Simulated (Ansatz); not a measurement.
Al2Cu (Khatyrkite):

```xyz
6
Lattice="-3.0335 3.0335 2.4385 3.0335 -3.0335 2.4385 3.0335 3.0335 -2.4385" Properties=species:S:1:pos:R:3 pbc="T T T"
Cu    0.0000    0.0000    1.2192
Cu    0.0000    0.0000    3.6578
Al    0.9592    2.0743    0.0000
Al   -0.9592    2.0743    2.4385
Al    2.0743    0.9592    2.4385
Al    3.9927    0.9592    0.0000
```

| Property | Result |
| --- | --- |
| Program | Ansatz 0.2.0 |
| Task | relaxation of cell and atoms |
| Functional | PBEsol |
| Dispersion | D3(BJ)-ATM |
| Potentials or basis | Ansatz PAW |
| Cutoff | 420 eV (not typed: the program's choice for these potentials) |
| k mesh | 7 × 7 × 7 |
| Occupations | fermi-dirac, width 0.05 eV |
| Spin | no spin polarisation |

At the start: volume 14.96 Å³/atom.

Q: Where does the relaxation end?

A: It ends after 5 steps and the volume is 14.00 Å³/atom (-6.4 %); space group I4/mcm (No. 140, to 0.05 Å).

The path:
| step | energy change (eV) | largest force (eV/Å) | volume (Å³) |
| --- | --- | --- | --- |
| 1 | 0.0000 | 0.0692 | 89.76 |
| 2 | -0.1255 | 0.1424 | 84.83 |
| 3 | -0.1327 | 0.0001 | 83.90 |
| 4 | -0.1332 | 0.0029 | 84.01 |
| 5 | -0.1314 | 0.0028 | 84.01 |

Final structure:
```cif
data_structure
_symmetry_space_group_name_H-M 'P 1'
_symmetry_Int_Tables_number 1
_cell_length_a 4.8258
_cell_length_b 4.8258
_cell_length_c 4.8258
_cell_angle_alpha 104.192
_cell_angle_beta 104.192
_cell_angle_gamma 120.641
_cell_volume 84.01
loop_
_atom_site_label
_atom_site_type_symbol
_atom_site_fract_x
_atom_site_fract_y
_atom_site_fract_z
_atom_site_occupancy
Cu1 Cu 0.25000 0.25000 0.00000 1
Cu2 Cu 0.75000 0.75000 0.00000 1
Al1 Al 0.34139 0.15861 0.50000 1
Al2 Al 0.84139 0.34139 0.18278 1
Al3 Al 0.65861 0.84139 0.50000 1
Al4 Al 0.15861 0.65861 0.81722 1
```

Caveat: the plane-wave basis is chosen anew once the cell has moved, so the energies of steps on either side of that aren't comparable; pairwise dispersion overbinds metals, which lowers pressure and volume; the PAW data sets come from PBE, with cores solved anew for the run's functional, which leaves a small shift of forces and pressure.
